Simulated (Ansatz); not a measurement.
Crystal: SiNi.

```xyz
4
Lattice="2.9428 0.0000 0.0000 0.0000 3.2803 0.0000 0.0000 0.0000 4.6774" Properties=species:S:1:pos:R:3 pbc="T T T"
Ni    1.4714    1.6402    1.6020
Ni    0.0000    0.0000    3.0754
Si    1.4714    1.6402    3.9438
Si    0.0000    0.0000    0.7337
```

The cell is a database's computed one.

Base run:

```yaml
Program: Ansatz 0.2.0
Functional: r2SCAN
Potentials_or_basis: Ansatz PAW
Cutoff: "500 eV (not typed: the program's choice for these potentials)"
k_mesh: 9 × 8 × 6
Occupations: fermi-dirac, width 0.05 eV
Spin: collinear spin, ferromagnetic start
Starting_moments: "[1.0, 1.0, 0.0, 0.0] μB"
Hubbard_terms: Ni d U = 1 eV
```

Its results: band gap on the k mesh none (metal or under the smearing width); pressure 0.2 GPa; net moment 0.00 μB per cell; largest force 0.038 eV/Å.

The run is repeated on the same cell with these changes: hubbard terms from Ni d U = 1 eV to Ni d U = 8 eV. What comes out?

Band gap on the k mesh none (metal or under the smearing width); pressure -0.5 GPa; net moment 0.00 μB per cell; largest force 0.095 eV/Å.

Caveats: the magnetic or orbital state may not be the lowest; the PAW data sets come from PBE, with cores solved anew for the run's functional, which leaves a small shift of forces and pressure; the U is typed as a test and isn't derived for this compound; the starting moments weren't kept.
